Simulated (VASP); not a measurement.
Crystal: KTaO3.

```
K Ta O
1.0
     3.98830    0.00000    0.00000
     0.00000    3.98830    0.00000
     0.00000    0.00000    3.98830
K Ta O
1 1 3
Cartesian
  1.9942 1.9942 1.9942
  0.0000 0.0000 0.0000
  1.9942 0.0000 0.0000
  0.0000 1.9942 0.0000
  0.0000 0.0000 1.9942
```

Base run:

```yaml
Program: VASP 6.6.1
Functional: PBE
Potentials_or_basis: VASP PAW PBE potentials, release 64 (K_sv, Ta_pv, O)
Cutoff: 520 eV
k_mesh: 6 × 6 × 6
Occupations: fermi-dirac, width 0.02 eV
Spin: no spin polarisation
```

Its results: band gap on the k mesh 2.17 eV, indirect (least direct gap 2.80 eV); pressure 6.1 GPa.

Task: The run is repeated on the same cell with these changes: functional from PBE to PBEsol; cutoff from 520 eV to 700 eV. What comes out?

Result: Band gap on the k mesh 2.09 eV, indirect (least direct gap 2.71 eV); pressure 0.1 GPa.

PBEsol binds more tightly than PBE, so the same cell stands under less pressure.

Caveats: spin-orbit coupling is left out, which moves the levels of the heavy elements; the PAW data sets were made with another functional, which shifts forces and pressure a little (some runs).

A k mesh can miss the band edges.

Not every run made on this cell is shown here.
